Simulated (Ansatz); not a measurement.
Runs of Ansatz 0.2.0 on GaSb. The structure is cubic, space group F-43m (No. 216). The conventional cell has a = 6.118 Å, b = 6.118 Å, c = 6.118 Å, α = 90.00°, β = 90.00°, γ = 90.00°. Sb (site symmetry -43m) is surrounded by 4 Ga at 2.65 Å. Ga (site symmetry -43m) has 4 Sb at 2.65 Å as nearest neighbours. 

```csv
task,level,cell,cutoff (eV),smearing,gap on the mesh (eV),pressure (GPa)
band structure,revPBE,as given,278,fermi-dirac 0.05 eV,0.12,(a)
band structure,BLYP,as given,279,fermi-dirac 0.05 eV,-,(b)
relaxation of cell and atoms,BLYP+D3(BJ),relaxed,-,fermi-dirac 0.05 eV,-,0.0
band structure,LDA,as given,279,fermi-dirac 0.05 eV,-,-1.7
single point,PBEsol,as given,278,gaussian 0.1 eV,none,-0.1
```

Alike in all rows: potentials or basis all-electron LAPW, scalar-relativistic; no spin polarisation; k mesh 8 × 8 × 8; basis error allowed 0.001 eV/atom.

Q: Estimate the missing entries.

A: (a) 3.5; (b) 5.3.

Caveats: spin-orbit coupling is left out, which moves the levels of the heavy elements (some runs); this crystal is a semiconductor, whose small gap the functional closes, so the metal is an error of the method (some runs).

A k mesh can miss the band edges, and the runs leave out spin-orbit coupling on Ga, Sb.

A gap of «none» marks a metal or a gap under the smearing width.

Runs at the PBE level aren't shown here.
